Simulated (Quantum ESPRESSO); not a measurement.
# Fe (Im-3m) in Quantum ESPRESSO: single point with PBEsol

Aim: the single point of Fe with PBEsol.

All numbers are computed with Quantum ESPRESSO 7.5; they aren't measurements. Logs are shortened: lines on timing, memory, paths and dates and some standing lists are left out, and cuts for length are marked.

### Step 1. Starting point

The structure is cubic, space group Im-3m (No. 229). Conventional cell: a = 2.886 Å, b = 2.886 Å, c = 2.886 Å, α = 90.00°, β = 90.00°, γ = 90.00°. Fe (site symmetry m-3m) has 8 Fe at 2.50 Å as nearest neighbours.

### Step 2. Single point, PBEsol, collinear spin, ferromagnetic start

run.py reads:

```python
import numpy as np
from ase.calculators.espresso import Espresso, EspressoProfile
import spglib
from ase import Atoms
from ase.io import read

atoms = read('Fe.cif')
cell, pos, num = spglib.standardize_cell((atoms.cell[:], atoms.get_scaled_positions(), atoms.numbers), to_primitive=True, symprec=1e-4)
atoms = Atoms(numbers=num, cell=cell, scaled_positions=pos, pbc=True)
start = {'Fe': 3.0}
atoms.set_initial_magnetic_moments([start[e] for e in atoms.get_chemical_symbols()])

input_data = {
    'control': {'calculation': 'scf', 'prefix': 'pwscf', 'outdir': './tmp', 'tprnfor': True, 'tstress': True, 'disk_io': 'nowf'},
    'system': {'ecutwfc': 56.0, 'ecutrho': 448.0, 'nbnd': 17, 'occupations': 'smearing', 'smearing': 'fd', 'degauss': 0.00367493, 'nspin': 2},
    'electrons': {'conv_thr': 2e-10, 'electron_maxstep': 120, 'mixing_beta': 0.3},
}
pseudopotentials = {'Fe': 'fe_pbesol_v1.5.uspp.F.UPF'}
profile = EspressoProfile(command='mpirun -n 2 pw.x -nk 2', pseudo_dir='pseudo')
dft = Espresso(profile=profile, input_data=input_data, pseudopotentials=pseudopotentials, kpts=(13, 13, 13), koffset=(0, 0, 0))
atoms.calc = dft

print(f'energy {atoms.get_potential_energy():.8f} eV')
print('forces (eV/A)')
print(np.round(atoms.get_forces(), 6))
print('stress (eV/A^3, Voigt)')
print(np.round(atoms.get_stress(), 8))
print(f'Fermi level {dft.get_fermi_level():.4f} eV')
```

Fe.cif reads:

```cif
data_Fe
_cell_length_a 2.88600000
_cell_length_b 2.88600000
_cell_length_c 2.88600000
_cell_angle_alpha 90.00000000
_cell_angle_beta 90.00000000
_cell_angle_gamma 90.00000000
_space_group_name_H-M_alt 'Im-3m'
_space_group_name_Hall '-I 4 2 3'
_space_group_IT_number 229
loop_
_space_group_symop_operation_xyz
'x,y,z'
'-x,-y,-z'
'-y,x,z'
'y,-x,-z'
'-x,-y,z'
'x,y,-z'
'y,-x,z'
'-y,x,-z'
'x,-y,-z'
'-x,y,z'
'-y,-x,-z'
'y,x,z'
'-x,y,-z'
'x,-y,z'
'y,x,-z'
'-y,-x,z'
'z,x,y'
'-z,-x,-y'
'z,-y,x'
'-z,y,-x'
'z,-x,-y'
'-z,x,y'
'z,y,-x'
'-z,-y,x'
'-z,x,-y'
'z,-x,y'
'-z,-y,-x'
'z,y,x'
'-z,-x,y'
'z,x,-y'
'-z,y,x'
'z,-y,-x'
'y,z,x'
'-y,-z,-x'
'x,z,-y'
'-x,-z,y'
'-y,z,-x'
'y,-z,x'
'-x,z,y'
'x,-z,-y'
'-y,-z,x'
'y,z,-x'
'-x,-z,-y'
'x,z,y'
'y,-z,-x'
'-y,z,x'
'x,-z,y'
'-x,z,-y'
'x+1/2,y+1/2,z+1/2'
'-x+1/2,-y+1/2,-z+1/2'
'-y+1/2,x+1/2,z+1/2'
'y+1/2,-x+1/2,-z+1/2'
'-x+1/2,-y+1/2,z+1/2'
'x+1/2,y+1/2,-z+1/2'
'y+1/2,-x+1/2,z+1/2'
'-y+1/2,x+1/2,-z+1/2'
'x+1/2,-y+1/2,-z+1/2'
'-x+1/2,y+1/2,z+1/2'
'-y+1/2,-x+1/2,-z+1/2'
'y+1/2,x+1/2,z+1/2'
'-x+1/2,y+1/2,-z+1/2'
'x+1/2,-y+1/2,z+1/2'
'y+1/2,x+1/2,-z+1/2'
'-y+1/2,-x+1/2,z+1/2'
'z+1/2,x+1/2,y+1/2'
'-z+1/2,-x+1/2,-y+1/2'
'z+1/2,-y+1/2,x+1/2'
'-z+1/2,y+1/2,-x+1/2'
'z+1/2,-x+1/2,-y+1/2'
'-z+1/2,x+1/2,y+1/2'
'z+1/2,y+1/2,-x+1/2'
'-z+1/2,-y+1/2,x+1/2'
'-z+1/2,x+1/2,-y+1/2'
'z+1/2,-x+1/2,y+1/2'
'-z+1/2,-y+1/2,-x+1/2'
'z+1/2,y+1/2,x+1/2'
'-z+1/2,-x+1/2,y+1/2'
'z+1/2,x+1/2,-y+1/2'
'-z+1/2,y+1/2,x+1/2'
'z+1/2,-y+1/2,-x+1/2'
'y+1/2,z+1/2,x+1/2'
'-y+1/2,-z+1/2,-x+1/2'
'x+1/2,z+1/2,-y+1/2'
'-x+1/2,-z+1/2,y+1/2'
'-y+1/2,z+1/2,-x+1/2'
'y+1/2,-z+1/2,x+1/2'
'-x+1/2,z+1/2,y+1/2'
'x+1/2,-z+1/2,-y+1/2'
'-y+1/2,-z+1/2,x+1/2'
'y+1/2,z+1/2,-x+1/2'
'-x+1/2,-z+1/2,-y+1/2'
'x+1/2,z+1/2,y+1/2'
'y+1/2,-z+1/2,-x+1/2'
'-y+1/2,z+1/2,x+1/2'
'x+1/2,-z+1/2,y+1/2'
'-x+1/2,z+1/2,-y+1/2'
loop_
_atom_site_label
_atom_site_type_symbol
_atom_site_symmetry_multiplicity
_atom_site_Wyckoff_symbol
_atom_site_fract_x
_atom_site_fract_y
_atom_site_fract_z
_atom_site_occupancy
Fe1 Fe 2 a 0.0000000000 0.0000000000 0.0000000000 1
```

Potentials or basis: GBRV 1.5 PBEsol.

Started as:

```console
$ OMP_NUM_THREADS=1 python run.py
```

Log:

```text
energy -3404.04616046 eV
forces (eV/A)
[[0. 0. 0.]]
stress (eV/A^3, Voigt)
[0.09752487 0.09752487 0.09752487 0.         0.         0.        ]
Fermi level 16.7801 eV
```

espresso.pwi:

```text
&CONTROL
   calculation      = 'scf'
   tstress          = .true.
   tprnfor          = .true.
   outdir           = './tmp'
   prefix           = 'pwscf'
   disk_io          = 'nowf'
   pseudo_dir       = 'pseudo'
/
&SYSTEM
   nbnd             = 17
   ecutwfc          = 56.0
   ecutrho          = 448.0
   occupations      = 'smearing'
   degauss          = 0.00367493
   smearing         = 'fd'
   nspin            = 2
   starting_magnetization(1) = 3.0
   ntyp             = 1
   nat              = 1
   ibrav            = 0
/
&ELECTRONS
   electron_maxstep = 120
   conv_thr         = 2e-10
   mixing_beta      = 0.3
/
&IONS
/
&CELL
/
&FCP
/
&RISM
/
ATOMIC_SPECIES
Fe  55.845 fe_pbesol_v1.5.uspp.F.UPF

K_POINTS automatic
13 13 13  0 0 0

CELL_PARAMETERS angstrom
-1.44300000000000 1.44300000000000 1.44300000000000
1.44300000000000 -1.44300000000000 1.44300000000000
1.44300000000000 1.44300000000000 -1.44300000000000

ATOMIC_POSITIONS angstrom
Fe  0.0000000000 0.0000000000 0.0000000000
```

espresso.pwo:

```text
This program is part of the open-source Quantum ESPRESSO suite
     for quantum simulation of materials; please cite
         "P. Giannozzi et al., J. Phys.:Condens. Matter 21 395502 (2009);
         "P. Giannozzi et al., J. Phys.:Condens. Matter 29 465901 (2017);
         "P. Giannozzi et al., J. Chem. Phys. 152 154105 (2020);
     in publications or presentations arising from this work. More details at

Warning: card &CELL ignored
Warning: card &FCP ignored
Warning: card &RISM ignored

     Message from routine setup:
[... 7 lines left out ...]
     --------------------
     sticks:   dense  smooth     PW     G-vecs:    dense   smooth      PW
     Sum         739     375    129                12887     4585     935

     Using Slab Decomposition

     bravais-lattice index     =            0
     lattice parameter (alat)  =       4.7231  a.u.
     unit-cell volume          =      81.1065 (a.u.)^3
     number of atoms/cell      =            1
     number of atomic types    =            1
     number of electrons       =        16.00
     number of Kohn-Sham states=           17
     kinetic-energy cutoff     =      56.0000  Ry
     charge density cutoff     =     448.0000  Ry
     scf convergence threshold =      2.0E-10
     mixing beta               =       0.3000
     number of iterations used =            8  plain     mixing
     Exchange-correlation= SLA  PW   PSX  PSC
                           (   1   4  10   8   0   0   0)

     celldm(1)=   4.723086  celldm(2)=   0.000000  celldm(3)=   0.000000
     celldm(4)=   0.000000  celldm(5)=   0.000000  celldm(6)=   0.000000

     crystal axes: (cart. coord. in units of alat)
               a(1) = (  -0.577350   0.577350   0.577350 )
               a(2) = (   0.577350  -0.577350   0.577350 )
               a(3) = (   0.577350   0.577350  -0.577350 )

     reciprocal axes: (cart. coord. in units 2 pi/alat)
               b(1) = ( -0.000000  0.866025  0.866025 )
               b(2) = (  0.866025 -0.000000  0.866025 )
               b(3) = (  0.866025  0.866025  0.000000 )

     PseudoPot. # 1 for Fe read from file:
     fe_pbesol_v1.5.uspp.F.UPF
     Pseudo is Ultrasoft + core correction, Zval = 16.0
     Generated by new atomic code, or converted to UPF format
     Using radial grid of  861 points,  6 beta functions with:
                l(1) =   0
                l(2) =   0
                l(3) =   1
                l(4) =   1
                l(5) =   2
                l(6) =   2
     Q(r) pseudized with  8 coefficients,  rinner =    1.000   1.000   1.000
                                                       1.000   1.000

     atomic species   valence    mass     pseudopotential
     Fe               16.00    55.84500     Fe( 1.00)

     Starting magnetic structure
     atomic species   magnetization
     Fe              0.188

     48 Sym. Ops., with inversion, found

   Cartesian axes

     site n.     atom                  positions (alat units)
         1        Fe     tau(   1) = (   0.0000000   0.0000000   0.0000000  )

     number of k points=    84  Fermi-Dirac smearing, width (Ry)=  0.0037
                       cart. coord. in units 2pi/alat
        k(    1) = (   0.0000000   0.0000000   0.0000000), wk =   0.0004552
        k(    2) = (   0.0666173   0.0666173   0.0000000), wk =   0.0054620
        k(    3) = (   0.1332347   0.1332347   0.0000000), wk =   0.0054620
        k(    4) = (   0.1998520   0.1998520   0.0000000), wk =   0.0054620
        k(    5) = (   0.2664694   0.2664694   0.0000000), wk =   0.0054620
        k(    6) = (   0.3330867   0.3330867   0.0000000), wk =   0.0054620
[... 76 lines left out ...]
        k(   83) = (  -0.7994081  -0.0666173  -0.0666173), wk =   0.0036413
        k(   84) = (  -0.0000000  -0.0000000   0.7994081), wk =   0.0027310

     Dense  grid:    12887 G-vectors     FFT dimensions: (  32,  32,  32)

     Smooth grid:     4585 G-vectors     FFT dimensions: (  24,  24,  24)

     Check: negative core charge=   -0.000041
     Generating pointlists ...
     new r_m :   0.4125 (alat units)  1.9483 (a.u.) for type    1

     Initial potential from superposition of free atoms

     starting charge      15.0000, renormalised to      16.0000
     Starting wfcs are   13 randomized atomic wfcs +    4 random wfcs

     Self-consistent Calculation

     iteration #  1     ecut=    56.00 Ry     beta= 0.30
     Davidson diagonalization with overlap
     ethr =  1.00E-02,  avg # of iterations =  5.1

     total energy              =    -249.68098846 Ry
     estimated scf accuracy    <       2.47135501 Ry

     total magnetization       =     2.05 Bohr mag/cell
     absolute magnetization    =     2.06 Bohr mag/cell

     iteration #  2     ecut=    56.00 Ry     beta= 0.30
     Davidson diagonalization with overlap
     ethr =  1.00E-02,  avg # of iterations =  1.8

     total energy              =    -250.17828833 Ry
     estimated scf accuracy    <       0.06249978 Ry

     total magnetization       =     2.57 Bohr mag/cell
     absolute magnetization    =     2.60 Bohr mag/cell

     iteration #  3     ecut=    56.00 Ry     beta= 0.30
     Davidson diagonalization with overlap
     ethr =  3.91E-04,  avg # of iterations =  1.2

     total energy              =    -250.19153783 Ry
     estimated scf accuracy    <       0.00375475 Ry

     total magnetization       =     2.47 Bohr mag/cell
     absolute magnetization    =     2.52 Bohr mag/cell

     iteration #  4     ecut=    56.00 Ry     beta= 0.30
     Davidson diagonalization with overlap
     ethr =  2.35E-05,  avg # of iterations =  2.7

     total energy              =    -250.19172007 Ry
     estimated scf accuracy    <       0.00427484 Ry

     total magnetization       =     2.46 Bohr mag/cell
     absolute magnetization    =     2.55 Bohr mag/cell

     iteration #  5     ecut=    56.00 Ry     beta= 0.30
     Davidson diagonalization with overlap
     ethr =  2.35E-05,  avg # of iterations =  1.2

     total energy              =    -250.19270157 Ry
     estimated scf accuracy    <       0.00029208 Ry
[... 58 lines left out ...]
     total energy              =    -250.19279996 Ry
     estimated scf accuracy    <       0.00000011 Ry

     total magnetization       =     2.38 Bohr mag/cell
     absolute magnetization    =     2.50 Bohr mag/cell

     iteration # 12     ecut=    56.00 Ry     beta= 0.30
     Davidson diagonalization with overlap
     ethr =  7.11E-10,  avg # of iterations =  1.5

     total energy              =    -250.19279998 Ry
     estimated scf accuracy    <          2.9E-09 Ry

     total magnetization       =     2.38 Bohr mag/cell
     absolute magnetization    =     2.50 Bohr mag/cell

     iteration # 13     ecut=    56.00 Ry     beta= 0.30
     Davidson diagonalization with overlap
     ethr =  1.83E-11,  avg # of iterations =  1.8

     total energy              =    -250.19279999 Ry
     estimated scf accuracy    <          6.0E-10 Ry

     total magnetization       =     2.38 Bohr mag/cell
     absolute magnetization    =     2.50 Bohr mag/cell

     iteration # 14     ecut=    56.00 Ry     beta= 0.30
     Davidson diagonalization with overlap
     ethr =  3.74E-12,  avg # of iterations =  1.0

     Magnetic moment per site  (integrated on atomic sphere of radius R)
     atom   1 (R=0.413)  charge= 14.4317  magn=  2.4282

     End of self-consistent calculation

     Number of k-points >= 100: set verbosity='high' to print the bands.

     the Fermi energy is    16.7801 ev

!    total energy              =    -250.19279999 Ry
     estimated scf accuracy    <          1.2E-11 Ry
     smearing contrib. (-TS)   =      -0.00073690 Ry
     internal energy E=F+TS    =    -250.19206309 Ry

     The total energy is F=E-TS. E is the sum of the following terms:
     one-electron contribution =    -118.54984398 Ry
     hartree contribution      =      68.08312854 Ry
     xc contribution           =     -28.89906626 Ry
     ewald contribution        =    -170.82628139 Ry

     total magnetization       =     2.38 Bohr mag/cell
     absolute magnetization    =     2.50 Bohr mag/cell

     convergence has been achieved in  14 iterations

     Forces acting on atoms (cartesian axes, Ry/au):

     atom    1 type  1   force =     0.00000000    0.00000000    0.00000000

     Total force =     0.000000     Total SCF correction =     0.000000

     Computing stress (Cartesian axis) and pressure

          total   stress  (Ry/bohr**3)                   (kbar)     P=     -156.25
  -0.00106218  -0.00000000  -0.00000000         -156.25       -0.00       -0.00
  -0.00000000  -0.00106218  -0.00000000           -0.00     -156.25       -0.00
  -0.00000000  -0.00000000  -0.00106218           -0.00       -0.00     -156.25

=------------------------------------------------------------------------------=
   JOB DONE.
=------------------------------------------------------------------------------=
```

Wall time 11 s (2 MPI ranks of Intel Xeon 6975P-C (Granite Rapids), shared host); peak memory 0.16 GiB.

What came out:

- Free energy: -3404.0465 eV
- Pressure: -15.6 GPa
- Band gap on the k mesh: none (metal or under the smearing width)
- Net moment: 2.38 μB per cell
- Absolute moment: 2.50 μB per cell
- Site moments: Fe +2.43 μB
- Valence electrons inside the program's atomic spheres: Fe 14.43

Levels at points of the mesh, in eV from the Fermi level:
Spin up:
```csv
k point,band 5,band 6,band 7,band 8,band 9,band 10,band 11,band 12,band 13,band 14
"(0.00, 0.00, 0.00)",-8.24,-2.27,-2.27,-2.27,-1.03,-1.03,23.82,23.82,23.82,29.00
```
Spin down:
| k point | band 3 | band 4 | band 5 | band 6 | band 7 | band 8 | band 9 | band 10 | band 11 | band 12 |
| --- | --- | --- | --- | --- | --- | --- | --- | --- | --- | --- |
| (0.00, 0.00, 0.00) | -50.82 | -50.82 | -7.99 | -0.01 | -0.01 | -0.01 | 1.79 | 1.79 | 23.71 | 23.71 |

Caveat: so large a pressure means that the cell lies far from this level's equilibrium, or that cutoff or potentials fall short.

### Step 3. For comparison

An earlier run on the cell as given: functional PBEsol; potentials or basis GBRV 1.5 PBEsol; cutoff 762 eV; density cutoff 6095 eV; k mesh 13 × 13 × 13; occupations fermi-dirac, width 0.05 eV; collinear spin, ferromagnetic start; starting moments [3.0] μB.

- Pressure: -15.6 GPa
- Band gap on the k mesh: none (metal or under the smearing width)
- Net moment: 2.38 μB per cell
- Absolute moment: 2.50 μB per cell
- Site moments: Fe +2.43 μB
- Valence electrons inside the program's atomic spheres: Fe 14.43
